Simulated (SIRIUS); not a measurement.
Crystal: C.

```
C
1.0
     0.00000    1.78337    1.78337
     1.78337    0.00000    1.78337
     1.78337    1.78337    0.00000
C
2
Direct
  0.75000 0.75000 0.75000
  0.50000 0.50000 0.50000
```

This isn't the form of C at room conditions, which is graphite.

Base run:

| Property | Result |
| --- | --- |
| Program | SIRIUS 7.12.0 |
| Functional | PBEsol |
| Potentials or basis | PseudoDojo 0.4.1 PBEsol standard (scalar relativistic) |
| Cutoff | 1127 eV |
| Density cutoff | 4507 eV |
| k mesh | 13 × 13 × 13 |
| Occupations | fermi-dirac, width 0.05 eV |
| Spin | no spin polarisation |

Its results: band gap on the k mesh 4.05 eV; pressure -3.2 GPa.

Question: The run is repeated on the same cell with these changes: program from SIRIUS 7.12.0 to SIRIUS 7.10.0; potentials or basis from PseudoDojo 0.4.1 PBEsol standard (scalar relativistic) to PseudoDojo 0.4.1 PBE standard (scalar relativistic). What comes out?

Answer: Band gap on the k mesh 4.02 eV; pressure -3.8 GPa.

Caveats: an odd mesh through Γ misses points on the zone boundary, where band edges often lie; the potentials were made for another functional, which shifts forces and pressure (some runs).

Not every run made on this cell is shown here.
